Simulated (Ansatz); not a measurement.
## Group exchange: C2H3IO + H2O2 → C2H4O2 + HOI

Species: C2H3IO (acetyl iodide) `CC(=O)I`, singlet; H2O2 (hydrogen peroxide) `OO`, singlet; C2H4O2 (acetic acid) `CC(=O)O`, singlet; HOI (hypoiodous acid) `OI`, singlet. The partners trade I for OH: C–I and O–OH bonds give way to C–OH and O–I.

Shapes, held fixed at every level: PBE0-D4/def2-TZVP. Flexible molecules stand in one conformer, not always the lowest. Programs: Ansatz 0.2.0. The zero-point and thermal change to 298 K, harmonic and unscaled (PBE0-D4/def2-TZVP), is +1.9 kJ/mol.

**What was measured.** Tabulated heats of formation (Active Thermochemical Tables, CRC Handbook of Chemistry and Physics): C2H3IO -126.4 (CRC); H2O2 -135.4 (ATcT); C2H4O2 -432.2 (CRC); HOI -61.3 (ATcT) kJ/mol, which give ΔH(298 K) = -231.7 kJ/mol.

```json
{"level": "HF/def2-TZVPP", "kind": "Hartree–Fock", "ΔH (kJ/mol)": "-257.0", "computed − measured": "-25.3"}
{"level": "PBE-D4/def2-TZVPP", "kind": "GGA", "ΔH (kJ/mol)": "-204.7", "computed − measured": "+27.0"}
{"level": "r2SCAN-D4/def2-TZVPP", "kind": "meta-GGA", "ΔH (kJ/mol)": "-215.2", "computed − measured": "+16.5"}
{"level": "MP2/def2-TZVPP", "kind": "perturbation theory", "ΔH (kJ/mol)": "-224.0", "computed − measured": "+7.7"}
{"level": "CCSD(T)/def2-SVP", "kind": "coupled cluster or CI", "ΔH (kJ/mol)": "-213.7", "computed − measured": "+17.9"}
{"level": "CCSD/def2-SVP", "kind": "coupled cluster or CI", "ΔH (kJ/mol)": "-220.6", "computed − measured": "+11.1"}
{"level": "CCSD/def2-TZVPP", "kind": "coupled cluster or CI", "ΔH (kJ/mol)": "-229.4", "computed − measured": "+2.3"}
{"level": "CCSD(T)/def2-TZVPP", "kind": "coupled cluster or CI", "ΔH (kJ/mol)": "-221.6", "computed − measured": "+10.0"}
```

Nearest: CCSD/def2-TZVPP (+2.3); farthest: PBE-D4/def2-TZVPP (+27.0). 2 of 8 levels lie within 10 kJ/mol. The heats of C2H3IO come from older tables and can be uncertain by 10 kJ/mol or more. For atoms past krypton def2 sets carry core potentials with scalar relativity. Correlated rows may include outer-core shells of I, which these sets cover unevenly.
